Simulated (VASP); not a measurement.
# BeTe under changes of volume

One of the cells (19.641 Å³/atom); the others are scaled copies at fixed shape and fractional positions:

```
Be Te
1.0
     0.00000    2.69806    2.69806
     2.69806    0.00000    2.69806
     2.69806    2.69806    0.00000
Be Te
1 1
Cartesian
  2.6981 2.6981 2.6981
  0.0000 0.0000 0.0000
```

The cell was built by a generator and needn't be a form met in nature.

```yaml
Program: VASP 6.6.1
Functional: PBE
Potentials_or_basis: VASP PAW PBE potentials, release 64 (Be, Te)
Cutoff: 520 eV
k_mesh: 9 × 9 × 9
Occupations: fermi-dirac, width 0.05 eV
Spin: no spin polarisation
```

```csv
volume (Å³/atom),energy over the lowest point (meV/atom),pressure (GPa)
18.100,14.29,4.7
18.485,?,?
18.870,0.00,1.4
19.641,0.07,-1.3
20.026,4.63,-2.4
20.411,11.82,-3.5
```

Q: What does the run at 18.485 Å³/atom give?

A: Energy over the lowest point 5.16 meV/atom; pressure 3.0 GPa.

Worked out: A Birch-Murnaghan fit of order 3 (a polynomial in V^(-2/3)) to the other rows has its minimum at 19.25 Å³/atom with B0 = V·E''(V) = 67 GPa and B' = 4.1. It gives 5.16 meV/atom at 18.485 Å³/atom, against the run's 5.16, and -dE/dV = 2.9 GPa, against 3.0.

Energies are extrapolated to zero smearing.
